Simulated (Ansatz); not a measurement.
# Cobalt, diamond under LDA: structure, energy and stiffness

Aim: take cobalt in the diamond structure, relax it, solve it on a dense k-mesh, switch on spin-orbit coupling, then scale the cell to 7 volumes from 88 to 112 % of the relaxed one and try a fit of the equation of state. The start is antiferromagnetic. The k-meshes are 11×11×11 for the relaxation; 19×19×19 for the dense run; 11×11×11 for spin-orbit coupling; 13×13×13 for the volumes.

This is Co in the diamond structure; at room conditions it is hcp.

Method: DFT LDA (PW92), plane waves (420 eV) with PAW, scalar-relativistic; the PAW data stem from PBE, with regenerated cores, in Ansatz 0.2.0.

## (1) The starting structure

The structure is cubic, space group Fd-3m (No. 227). Conventional cell: a = 4.927 Å, b = 4.927 Å, c = 4.927 Å, α = 90.00°, β = 90.00°, γ = 90.00°. Co (site symmetry -43m) is surrounded by 4 Co at 2.13 Å.

As a file:

```
Co
1.0
     0.00000    2.46343    2.46343
     2.46343    0.00000    2.46343
     2.46343    2.46343    0.00000
Co
2
Direct
  0.12500 0.12500 0.12500
  0.87500 0.87500 0.87500
```

The atoms start with moments of +1.7, -1.7 μB.

## (2) Relaxing cell and atoms

Contents of input.yaml:

```yaml
crystal:
  lattice:
    - [0.0, 2.4634331982, 2.4634331982]
    - [2.4634331982, 0.0, 2.4634331982]
    - [2.4634331982, 2.4634331982, 0.0]
  atoms:
    - { symbol: Co, position: [0.125, 0.125, 0.125], spin: 1.7 }
    - { symbol: Co, position: [0.875, 0.875, 0.875], spin: -1.7 }
hamiltonian:
  xc: lda
  pseudopotentials:
    kind: paw
    azcp:
      Co: "pseudopotentials/Co.paw.azcp"
basis:
  ecutwfc: 420
  fft_grid_basis: typed
kpoints:
  mp_grid: { grid: [11, 11, 11], shift: [0, 0, 0] }
magnetization:
  spin_polarized: true
scf:
  occupations: { method: fermi_dirac, width: 0.05 }
relax:
  max_steps: 60
  f_tol: 0.01
  cell: {}
```

The log of the run:

```text
Warning: <dir> the record states the generating functional pbe (its physics header spells it `PBE`), which answers neither for hamiltonian.xc's functional nor for the lda family's — results may be inconsistent (PPs are generated against a specific XC)
Warning: RAYON_NUM_THREADS=2 ignored (pool sized by the plan → 2); use --threads N
Engine: ansatz 0.2.0, aarch64-unknown-linux-gnu
Pseudopotentials: kind: paw
Pseudopotential: Co, paw, valence charge 17, recommended cutoff 420 eV (normal), <dir>
Functional definition: SPW92
  exchange = slater_x
  correlation = pw_c
Crystal: 2 atoms, lattice volume = 29.899 Å³
Basis set: ecut = 420 eV, 561 PW (Γ)
Bands: 23, of which v1, the nominal top of the filled ones, is band 17 counted from 1 (16 counted from 0)
Symmetry: 24 space group operations
Space group: F-43m (ITA 216), of the structure as read, at distance tolerance 3.1e-5 Å
Magnetic group: BNS 227.130 (UNI 1632), of the structure as read, at distance tolerance 3.1e-5 Å
k-points: 56 of 1331 (time reversal used)
Non-local potential: Co, projectors of the file, l = 0: 3, l = 1: 2, l = 2: 3, l = 3: 1
PAW form: soft (Blöchl's): semilocal exchange-correlation on the pseudo side does not see the compensation charge
PAW frozen core: Co, regenerated for the run's functional, and the local potential with it (the file was generated under x = pbe(κ = 0.804, μ = 0.2195149727645171), c = pbe(β = 0.06672455060314922))
PAW one-centre angular grid: Co, 590 points (default); XC on 64 Gauss nodes
Initial density: superposition of atomic densities (chi_scale 0.1, normalization cell)
Starting moments: Σ|m| = 3.4 μB on 2 of 2 sites
Starting magnetic order: antiferromagnet; an inversion exchanges its spin sublattices: spin-degenerate at every k-point
Initial wavefunctions: pseudopotential atomic-orbital guess
Functional: x = slater, c = lda
SCF iter   1: F=—  HF=-10120.348388 eV  |F-HF|=—  |Δ(HF+E_count)|=         —  Δρ=5.68e-2 (↑5.68e-2 ↓5.68e-2)  dr2=1.13e0  dr2_m=3.35e-1  M=-0.000 μB ∫|m|=2.642 μB  β_m=0.30  ethr=3.10e-3  ⟨swp⟩=5.6  Hψ=10293  notcnv=0  defer=1
Mixer restart at iter 1: flushing history
preconditioner: auto → Kerker (q_TF=auto, 2.787 Å⁻¹)  [metal: Δε(μ)=0.017 eV  Ē_g=7.197 eV  σ=0.050 eV  W_gap=0.08  n_scr=14 (ndim 8)  ℏωp=28.8 eV  f_vac=0.000  D(μ)=3.90/eV (n_scr^D=58)]
spin=Collinear: Kerker preconditioning applied to the charge; magnetization (m = ρ↑ − ρ↓) channel mixes plain (no charge-response kernel on spin).
SCF iter   2: F=—  HF=-10120.251445 eV  |F-HF|=—  |Δ(HF+E_count)|=   9.69e-2  Δρ=3.79e-2 (↑3.79e-2 ↓3.79e-2)  dr2=1.83e-1  dr2_m=3.40e-1  M=0.000 μB ∫|m|=2.453 μB  β_m=0.41  ethr=3.10e-3  ⟨swp⟩=2.2  Hψ=4156  notcnv=0
SCF iter   3: F=—  HF=-10122.010900 eV  |F-HF|=—  |Δ(HF+E_count)|=         —  Δρ=1.34e-1 (↑1.34e-1 ↓1.34e-1)  dr2=2.62e-1  dr2_m=4.83e0  M=-0.000 μB ∫|m|=0.682 μB  β_m=0.41  ethr=5.38e-4  ⟨swp⟩=2.1  Hψ=3056  notcnv=0
Mixer restart at iter 3: flushing history
SCF iter   4: F=—  HF=-10122.396446 eV  |F-HF|=—  |Δ(HF+E_count)|=   3.86e-1  Δρ=9.37e-2 (↑9.37e-2 ↓9.37e-2)  dr2=2.43e-1  dr2_m=2.36e0  M=-0.000 μB ∫|m|=0.457 μB  β_m=0.71  ethr=5.38e-4  ⟨swp⟩=2.2  Hψ=4273  notcnv=0
SCF iter   5: F=—  HF=-10122.666769 eV  |F-HF|=—  |Δ(HF+E_count)|=   2.70e-1  Δρ=7.46e-3 (↑7.46e-3 ↓7.45e-3)  dr2=3.32e-2  dr2_m=3.23e-3  M=-0.000 μB ∫|m|=0.010 μB  β_m=0.77  ethr=5.38e-4  ⟨swp⟩=3.0  Hψ=5879  notcnv=0  defer=6
SCF iter   6: F=—  HF=-10122.674182 eV  |F-HF|=—  |Δ(HF+E_count)|=   7.41e-3  Δρ=2.77e-3 (↑2.77e-3 ↓2.75e-3)  dr2=1.38e-2  dr2_m=1.08e-4  M=-0.000 μB ∫|m|=0.006 μB  β_m=0.76  ethr=9.78e-5  ⟨swp⟩=2.8  Hψ=5146  notcnv=0  defer=6
SCF iter   7: F=—  HF=-10122.673881 eV  |F-HF|=—  |Δ(HF+E_count)|=   3.01e-4  Δρ=5.49e-3 (↑5.48e-3 ↓5.49e-3)  dr2=1.58e-2  dr2_m=3.03e-5  M=-0.000 μB ∫|m|=0.002 μB  β_m=0.83  ethr=4.07e-5  ⟨swp⟩=2.9  Hψ=5043  notcnv=0  defer=6
SCF iter   8: F=—  HF=-10122.672749 eV  |F-HF|=—  |Δ(HF+E_count)|=   1.13e-3  Δρ=1.02e-3 (↑9.37e-4 ↓1.02e-3)  dr2=2.89e-4  dr2_m=1.61e-4  M=-0.000 μB ∫|m|=0.003 μB  β_m=0.92  ethr=4.07e-5  ⟨swp⟩=2.0  Hψ=4342  notcnv=0  defer=6
SCF iter   9: F=—  HF=-10122.672888 eV  |F-HF|=—  |Δ(HF+E_count)|=   1.39e-4  Δρ=4.94e-4 (↑4.86e-4 ↓4.94e-4)  dr2=1.63e-4  dr2_m=4.32e-8  M=-0.000 μB ∫|m|=0.000 μB  β_m=0.96  ethr=8.51e-7  ⟨swp⟩=2.0  Hψ=4765  notcnv=0  defer=6
SCF iter  10: F=—  HF=-10122.672892 eV  |F-HF|=—  |Δ(HF+E_count)|=   3.44e-6  Δρ=4.73e-4 (↑4.48e-4 ↓4.73e-4)  dr2=1.45e-4  dr2_m=5.25e-8  M=-0.000 μB ∫|m|=0.000 μB  β_m=0.67  ethr=4.79e-7  ⟨swp⟩=2.0  Hψ=3588  notcnv=0  defer=6
SCF iter  11: F=—  HF=-10122.672873 eV  |F-HF|=—  |Δ(HF+E_count)|=   1.88e-5  Δρ=7.11e-5 (↑4.90e-5 ↓7.11e-5)  dr2=2.08e-6  dr2_m=7.37e-8  M=-0.000 μB ∫|m|=0.000 μB  β_m=0.84  ethr=4.26e-7  ⟨swp⟩=2.2  Hψ=3393  notcnv=0  defer=6
SCF iter  12: F=—  HF=-10122.672873 eV  |F-HF|=—  |Δ(HF+E_count)|=   4.30e-8  Δρ=1.19e-5 (↑1.09e-5 ↓1.19e-5)  dr2=7.80e-8  dr2_m=3.98e-9  M=-0.000 μB ∫|m|=0.000 μB  β_m=0.90  ethr=6.12e-9  ⟨swp⟩=2.0  Hψ=3596  notcnv=0  defer=6
SCF iter  13: F=—  HF=-10122.672873 eV  |F-HF|=—  |Δ(HF+E_count)|=   3.68e-8  Δρ=7.25e-6 (↑6.66e-6 ↓7.25e-6)  dr2=3.85e-8  dr2_m=4.09e-11  M=-0.000 μB ∫|m|=0.000 μB  β_m=0.95  ethr=2.29e-10  ⟨swp⟩=2.0  Hψ=3810  notcnv=0  defer=6
SCF iter  14: F=—  HF=-10122.672873 eV  |F-HF|=—  |Δ(HF+E_count)|=  4.13e-10  Δρ=2.09e-6 (↑1.89e-6 ↓2.09e-6)  dr2=7.49e-10  dr2_m=7.41e-10  M=-0.000 μB ∫|m|=0.000 μB  β_m=0.98  ethr=1.13e-10  ⟨swp⟩=2.2  Hψ=3385  notcnv=0  defer=6
SCF iter  15: F=—  HF=-10122.672873 eV  |F-HF|=—  |Δ(HF+E_count)|=  5.11e-10  Δρ=2.91e-6 (↑2.88e-6 ↓2.91e-6)  dr2=1.02e-9  dr2_m=1.94e-9  M=-0.000 μB ∫|m|=0.000 μB  β_m=0.98  ethr=2.20e-12  ⟨swp⟩=1.5  Hψ=2707  notcnv=0  defer=6
SCF iter  16: F=-10122.672873 eV  HF=-10122.672873 eV  |F-HF|=1.37e-8  |Δ(HF+E_count)|=   5.13e-9  Δρ=1.45e-5 (↑1.45e-5 ↓1.39e-5)  dr2=1.51e-8  dr2_m=4.93e-8  M=-0.000 μB ∫|m|=0.000 μB  β_m=0.98  ethr=2.20e-12  ⟨swp⟩=2.6  Hψ=4788  notcnv=0  defer=6  recentre
SCF iter  17: F=-10122.672873 eV  HF=-10122.672873 eV  |F-HF|=1.58e-9  |Δ(HF+E_count)|=   3.08e-9  Δρ=8.80e-6 (↑8.80e-6 ↓8.52e-6)  dr2=5.51e-11  dr2_m=2.05e-8  M=-0.000 μB ∫|m|=0.000 μB  β_m=0.99  ethr=2.20e-12  ⟨swp⟩=2.1  Hψ=4684  notcnv=0  defer=6
SCF iter  18: F=-10122.672873 eV  HF=-10122.672873 eV  |F-HF|=2.64e-8  |Δ(HF+E_count)|=   3.34e-8  Δρ=3.53e-5 (↑3.46e-5 ↓3.53e-5)  dr2=2.30e-10  dr2_m=3.35e-7  M=-0.001 μB ∫|m|=0.001 μB  β_m=0.99  ethr=1.00e-12  ⟨swp⟩=2.1  Hψ=4686  notcnv=0  defer=6
SCF iter  19: F=-10122.672873 eV  HF=-10122.672873 eV  |F-HF|=3.70e-7  |Δ(HF+E_count)|=   4.68e-7  Δρ=1.32e-4 (↑1.32e-4 ↓1.31e-4)  dr2=2.69e-10  dr2_m=4.74e-6  M=-0.004 μB ∫|m|=0.004 μB  β_m=0.52  ethr=1.00e-12  ⟨swp⟩=3.0  Hψ=5696  notcnv=0  defer=6
SCF iter  20: F=-10122.672874 eV  HF=-10122.672876 eV  |F-HF|=2.27e-6  |Δ(HF+E_count)|=   2.58e-6  Δρ=3.25e-4 (↑3.25e-4 ↓3.25e-4)  dr2=2.20e-9  dr2_m=2.90e-5  M=-0.009 μB ∫|m|=0.009 μB  β_m=0.40  ethr=1.00e-12  ⟨swp⟩=4.1  Hψ=7365  notcnv=0  defer=6
SCF iter  21: F=-10122.672877 eV  HF=-10122.672887 eV  |F-HF|=9.85e-6  |Δ(HF+E_count)|=   1.05e-5  Δρ=6.82e-4 (↑6.81e-4 ↓6.82e-4)  dr2=1.59e-8  dr2_m=1.27e-4  M=-0.020 μB ∫|m|=0.020 μB  β_m=0.37  ethr=1.00e-12  ⟨swp⟩=4.0  Hψ=7651  notcnv=0  defer=6
SCF iter  22: F=-10122.672889 eV  HF=-10122.672932 eV  |F-HF|=4.27e-5  |Δ(HF+E_count)|=   4.55e-5  Δρ=1.42e-3 (↑1.42e-3 ↓1.42e-3)  dr2=6.35e-9  dr2_m=5.52e-4  M=-0.041 μB ∫|m|=0.042 μB  β_m=0.34  ethr=1.00e-12  ⟨swp⟩=4.2  Hψ=7839  notcnv=0  defer=6
SCF iter  23: F=-10122.672941 eV  HF=-10122.673116 eV  |F-HF|=1.76e-4  |Δ(HF+E_count)|=   1.84e-4  Δρ=2.89e-3 (↑2.87e-3 ↓2.89e-3)  dr2=1.95e-7  dr2_m=2.27e-3  M=-0.084 μB ∫|m|=0.086 μB  β_m=0.31  ethr=1.00e-12  ⟨swp⟩=5.5  Hψ=9502  notcnv=0  defer=6
SCF iter  24: F=-10122.673139 eV  HF=-10122.673818 eV  |F-HF|=6.79e-4  |Δ(HF+E_count)|=   7.01e-4  Δρ=5.68e-3 (↑5.62e-3 ↓5.68e-3)  dr2=2.03e-6  dr2_m=8.75e-3  M=-0.167 μB ∫|m|=0.171 μB  β_m=0.37  ethr=1.00e-12  ⟨swp⟩=5.2  Hψ=9930  notcnv=0  defer=6
SCF iter  25: F=-10122.673825 eV  HF=-10122.676139 eV  |F-HF|=2.31e-3  |Δ(HF+E_count)|=   2.32e-3  Δρ=1.05e-2 (↑1.02e-2 ↓1.05e-2)  dr2=2.65e-5  dr2_m=2.95e-2  M=-0.322 μB ∫|m|=0.328 μB  β_m=0.45  ethr=1.00e-12  ⟨swp⟩=6.0  Hψ=10660  notcnv=0  defer=6
SCF iter  26: F=-10122.675368 eV  HF=-10122.679055 eV  |F-HF|=3.69e-3  |Δ(HF+E_count)|=   2.92e-3  Δρ=1.34e-2 (↑1.30e-2 ↓1.34e-2)  dr2=1.58e-4  dr2_m=4.79e-2  M=-0.535 μB ∫|m|=0.546 μB  β_m=0.41  ethr=1.00e-12  ⟨swp⟩=6.5  Hψ=11552  notcnv=0  defer=6
SCF iter  27: F=-10122.676580 eV  HF=-10122.677262 eV  |F-HF|=6.82e-4  |Δ(HF+E_count)|=   1.79e-3  Δρ=4.64e-3 (↑4.48e-3 ↓4.64e-3)  dr2=9.80e-4  dr2_m=5.38e-3  M=-0.746 μB ∫|m|=0.766 μB  β_m=0.72  ethr=1.00e-12  ⟨swp⟩=7.0  Hψ=12871  notcnv=0  defer=6
SCF iter  28: F=-10122.674022 eV  HF=-10122.689471 eV  |F-HF|=1.54e-2  |Δ(HF+E_count)|=   1.22e-2  Δρ=2.52e-2 (↑2.52e-2 ↓2.25e-2)  dr2=1.67e-3  dr2_m=1.56e-1  M=-1.012 μB ∫|m|=1.052 μB  β_m=0.76  ethr=1.00e-12  ⟨swp⟩=7.2  Hψ=13894  notcnv=0  defer=7  recentre
SCF iter  29: F=-10122.676630 eV  HF=-10122.678352 eV  |F-HF|=1.72e-3  |Δ(HF+E_count)|=   1.11e-2  Δρ=8.98e-3 (↑8.98e-3 ↓8.25e-3)  dr2=8.92e-5  dr2_m=2.03e-2  M=-0.682 μB ∫|m|=0.700 μB  β_m=0.72  ethr=1.00e-12  ⟨swp⟩=7.3  Hψ=14427  notcnv=0  defer=8
SCF iter  30: F=-10122.677083 eV  HF=-10122.677383 eV  |F-HF|=3.01e-4  |Δ(HF+E_count)|=   9.69e-4  Δρ=3.41e-3 (↑3.03e-3 ↓3.41e-3)  dr2=8.25e-5  dr2_m=2.83e-3  M=-0.766 μB ∫|m|=0.790 μB  β_m=0.69  ethr=1.00e-12  ⟨swp⟩=6.4  Hψ=11669  notcnv=0  defer=7
SCF iter  31: F=-10122.677071 eV  HF=-10122.677578 eV  |F-HF|=5.07e-4  |Δ(HF+E_count)|=   1.95e-4  Δρ=4.75e-3 (↑4.52e-3 ↓4.75e-3)  dr2=6.65e-5  dr2_m=5.86e-3  M=-0.841 μB ∫|m|=0.872 μB  β_m=0.69  ethr=1.00e-12  ⟨swp⟩=6.3  Hψ=11653  notcnv=0  defer=8  recentre
SCF iter  32: F=-10122.677199 eV  HF=-10122.677201 eV  |F-HF|=1.53e-6  |Δ(HF+E_count)|=   3.77e-4  Δρ=2.22e-4 (↑2.22e-4 ↓9.23e-5)  dr2=3.91e-6  dr2_m=6.14e-6  M=-0.794 μB ∫|m|=0.821 μB  β_m=0.84  ethr=1.00e-12  ⟨swp⟩=6.4  Hψ=11105  notcnv=0  defer=7
SCF iter  33: F=-10122.677200 eV  HF=-10122.677202 eV  |F-HF|=1.45e-6  |Δ(HF+E_count)|=   7.22e-7  Δρ=5.65e-5 (↑5.65e-5 ↓4.57e-5)  dr2=1.86e-6  dr2_m=9.59e-8  M=-0.797 μB ∫|m|=0.824 μB  β_m=0.92  ethr=1.00e-12  ⟨swp⟩=4.0  Hψ=7698  notcnv=0  defer=7
SCF iter  34: F=-10122.677200 eV  HF=-10122.677202 eV  |F-HF|=1.44e-6  |Δ(HF+E_count)|=   9.20e-8  Δρ=7.76e-5 (↑5.44e-5 ↓7.76e-5)  dr2=1.66e-6  dr2_m=5.86e-7  M=-0.797 μB ∫|m|=0.824 μB  β_m=0.71  ethr=1.00e-12  ⟨swp⟩=4.0  Hψ=7680  notcnv=0  defer=7
SCF iter  35: F=-10122.677201 eV  HF=-10122.677202 eV  |F-HF|=1.44e-7  |Δ(HF+E_count)|=   1.71e-7  Δρ=2.97e-5 (↑1.96e-5 ↓2.97e-5)  dr2=1.64e-7  dr2_m=1.10e-7  M=-0.797 μB ∫|m|=0.824 μB  β_m=0.85  ethr=1.00e-12  ⟨swp⟩=4.1  Hψ=7303  notcnv=0  defer=7
SCF iter  36: F=-10122.677202 eV  HF=-10122.677202 eV  |F-HF|=2.68e-9  |Δ(HF+E_count)|=   2.11e-8  Δρ=7.23e-6 (↑7.23e-6 ↓6.15e-6)  dr2=2.85e-9  dr2_m=1.15e-8  M=-0.797 μB ∫|m|=0.824 μB  β_m=0.93  ethr=1.00e-12  ⟨swp⟩=3.1  Hψ=6122  notcnv=0  defer=7
SCF iter  37: F=-10122.677202 eV  HF=-10122.677202 eV  |F-HF|=1.93e-10  |Δ(HF+E_count)|=  9.77e-10  Δρ=8.94e-7 (↑8.94e-7 ↓7.58e-7)  dr2=3.39e-10  dr2_m=1.13e-10  M=-0.797 μB ∫|m|=0.824 μB  ethr=1.00e-12  ⟨swp⟩=1.0  Hψ=7528  notcnv=0
at 13 of the mixer's solves, the last at iteration 27, it left a direction of its history that read negative out of its fit and stepped the other way along it
WARN: the starting moments were not kept: 1 of 2 ended reversed and 1 kept their direction, counting a site from 0.1 of the cell's largest site moment. The largest reversed, site 0 (counted from 0, in the order of the report's site_moments_mub), started with +1.7 μB and closes at -3.9e-1 μB in its sphere. The starting moments cancel, and the net magnetisation is 8.0e-1 μB in size, over 0.1 of its absolute magnetisation of 8.2e-1 μB. The SCF closed on another magnetic arrangement than the starting moments describe; that does not show which of the two is lower. To try another start: change the starting moments (crystal.atoms[].spin, magnetization.per_species, magnetization.initial_magnetization, or on a non-collinear deck that types none of these the spinor_matrix: blocks that start its atoms; where the total moment is fixed, keep their sum and leave initial_magnetization as it is; typed ones take the place of any that the run laid by itself, positive ones on a crystal's lanthanoids without a Hubbard term where scf.initial_density.shell_occupations: [] is typed); see also scf.mixing.spin_hold.
SCF 1 converged in 37 iterations: F = -10122.677202 eV  dr2 = 3.39e-10
relax step   1: F+E_penalty+E_count = -10122.67720155 eV  Δ(F+E_penalty+E_count) = +0.000e0 eV  max|allowed force component| = 6.708e-17 eV/Å  Δτ_max = 0.0000 Å  P = -10.974 GPa  Ω = 29.899 Å³  (37 SCF iters, dr2 threshold 1.00e-7 eV, accepted)
[... 23 lines left out ...]
relax step   2: F+E_penalty+E_count = -10122.75188858 eV  Δ(F+E_penalty+E_count) = -7.469e-2 eV  max|allowed force component| = 6.939e-17 eV/Å  Δτ_max = 0.0000 Å  P = -5.299 GPa  Ω = 28.484 Å³  energy of the carried Pulay correction = +1.858e-3 eV  (13 SCF iters, dr2 threshold 2.00e-7 eV, accepted)
[... 21 lines left out ...]
relax step   3: F+E_penalty+E_count = -10122.77008230 eV  Δ(F+E_penalty+E_count) = -1.819e-2 eV  max|allowed force component| = 6.014e-17 eV/Å  Δτ_max = 0.0000 Å  P = +1.334 GPa  Ω = 27.278 Å³  energy of the carried Pulay correction = +3.512e-3 eV  (14 SCF iters, dr2 threshold 2.00e-7 eV, accepted)
[... 14 lines left out ...]
relax step   4: F+E_penalty+E_count = -10122.77066532 eV  Δ(F+E_penalty+E_count) = -5.830e-4 eV  max|allowed force component| = 7.864e-17 eV/Å  Δτ_max = 0.0000 Å  P = -0.008 GPa  Ω = 27.494 Å³  energy of the carried Pulay correction = +3.212e-3 eV  (9 SCF iters, dr2 threshold 2.00e-7 eV, accepted)
[... 16 lines left out ...]
relax step   5: F+E_penalty+E_count = -10122.76849955 eV  Δ(F+E_penalty+E_count) = +2.166e-3 eV  max|allowed force component| = 7.401e-17 eV/Å  Δτ_max = 0.0000 Å  P = -0.116 GPa  Ω = 27.494 Å³  stress off target by 1.16e-1 GPa  SCF on the basis re-selected at this cell (its energy is not comparable with the rows above)  (11 SCF iters)
[... 13 lines left out ...]
relax step   6: F+E_penalty+E_count = -10122.76853553 eV  Δ(F+E_penalty+E_count) = -3.598e-5 eV  max|allowed force component| = 8.327e-17 eV/Å  Δτ_max = 0.0000 Å  P = -0.000 GPa  Ω = 27.475 Å³  energy of the carried Pulay correction = +2.916e-5 eV  (7 SCF iters, dr2 threshold 3.38e-8 eV, accepted)
[... 12 lines left out ...]
relax step   7: F+E_penalty+E_count = -10122.76851361 eV  Δ(F+E_penalty+E_count) = +2.192e-5 eV  max|allowed force component| = 7.864e-17 eV/Å  Δτ_max = 0.0000 Å  P = -0.002 GPa  Ω = 27.475 Å³  stress off target by 2.00e-3 GPa  SCF on the basis re-selected at this cell (its energy is not comparable with the rows above)  (8 SCF iters)
basis re-selected at this cell: Δ(F+E_penalty+E_count) = +2.192e-5 eV, ΔP = -0.002 GPa vs the last step (what re-selecting the basis moved, of the pressure what is left beyond the Pulay correction that the steps carried, after the strain that the cell walked since its last selection, with what the two solves' SCF thresholds leave and, on support functions, any second-order correction that the steps lacked; it is no measure of the basis error at this ecutwfc). This SCF's stress stands 2.00e-3 GPa from its target on what of the cell is left free (relax.cell.stress_tol is 5.00e-2 GPa) and its largest allowed force component is 7.86e-17 eV/Å (relax.f_tol is 1.00e-2 eV/Å): within both
SCF converged after 8 iterations
Magnetization: 0.0000 μB (17.0000 up, 17.0000 down)
Absolute magnetization: 0.0000 μB (∫|ρ↑−ρ↓|, with the PAW one-centre terms)
Spin contamination: 0.0000 ħ² per cell (⟨S²⟩ above its minimum at these occupations)
Per-site moments (μB) at R_I (Å): [(1.2686436573724844e-7, 0.8555711949729347), (1.3078760800669114e-7, 0.8555711949729347)]
Free energy (F): -10122.768514 eV
Harris-Foulkes:  -10122.768514 eV  (|F-HF|=1.82e-12)
Internal energy: -10122.736523 eV  (E = F + TS)
E sigma→0 (E₀):  -10122.752518 eV
Entropy (-TS):   -0.031990 eV (-15.995 meV/atom)
Fermi energy:    13.524680 eV
--- Per-component energies (eV) ---
  E_band       = -664.746167
  E_kinetic    = 916.676707
  E_local      = -7011.009708  (includes V_loc(G=0)·N_el)
  E_nonlocal   = 923.952736
  E_hartree    = 2953.319486
  E_xc         = -314.709885
  E_vxc        = -408.552785  (∫ρ·V_xc dr)
  E_paw        = -2911.770977  (= ΣΔE_a)
  E_vpaw       = -992.452280  (= ΣTr[D̂ρ^β])
  E_aug_tail   = 0.000057  (compensation charges beyond the density's cutoff)
  E_ewald      = -4680.031442
  E_core_change = 0.836501  (= ΣΔE_core)
  E_smearing   = -0.031990  (= −TS)
  E_closure    = -0.000000  (closes the sum)
  Σ components = -10122.768514   (vs F -10122.768514, Δ=0.00e0)
--- Forces (eV/Å), atoms counted from 1 ---
  atom   1  Co     0.00000000    -0.00000000    -0.00000000
  atom   2  Co    -0.00000000     0.00000000     0.00000000
  max |Σ_I F_I| component: 1.85e-17 eV/Å
--- Stress (GPa, compression-positive) ---
       -0.002005       0.000000       0.000000
        0.000000      -0.002005       0.000000
        0.000000       0.000000      -0.002005
  P = ⅓ Tr σ = -0.0020 GPa (-0.020 kbar)
--- Relaxed structure (5 steps of the walk, 5 accepted, 2 SCFs on fresh bases) ---
  F+E_penalty+E_count = -10122.76851361 eV   max|allowed force component| = 7.864e-17 eV/Å   (the final SCF, on the basis selected at the relaxed cell)
  cell:  # Å, volume = 27.4748 Å³
    - [1.4248390324089942e-33, 2.394978228986733, 2.394978228986733]
    - [2.394978228986733, -1.2492991424913946e-33, 2.394978228986733]
    - [2.394978228986733, 2.394978228986733, -2.4212350424700706e-33]
  atoms:
    - { symbol: Co, position: [0.12499999999999999, 0.12499999999999999, 0.12499999999999999] }
    - { symbol: Co, position: [0.8749999999999999, 0.8749999999999999, 0.8749999999999999] }
```

Wall time 46 s (2 threads of Arm Neoverse V1, shared host); peak memory 0.35 GiB.

The steps of the relaxation:

| step | energy change (meV/atom) | largest force (eV/Å) | pressure (GPa) | volume (Å³/atom) |
| --- | --- | --- | --- | --- |
| 1 | 0.00 | 0.0000 | -10.97 | 14.949 |
| 2 | -37.34 | 0.0000 | -5.30 | 14.242 |
| 3 | -46.44 | 0.0000 | 1.33 | 13.639 |
| 4 | -46.73 | 0.0000 | -0.01 | 13.747 |
| 5 | -45.65 | 0.0000 | -0.12 | 13.747 |
| 6 | -45.67 | 0.0000 | 0.00 | 13.737 |
| 7 | -45.66 | 0.0000 | 0.00 | 13.737 |

Steps that repeat a cell are solved on a basis chosen anew, so their changes of energy are no gain of the relaxation.

The cell of the run, before and after:

|  | before | after | change |
| --- | --- | --- | --- |
| a (Å) | 3.484 | 3.387 | -2.8 % |
| b (Å) | 3.484 | 3.387 | -2.8 % |
| c (Å) | 3.484 | 3.387 | -2.8 % |
| volume (Å³/atom) | 14.949 | 13.737 | -8.1 % |
| shortest distance (Å) | 2.133 | 2.074 | -2.8 % |
| space group (spins left aside) | Fd-3m | Fd-3m | same |

[end of part 1 of 3]
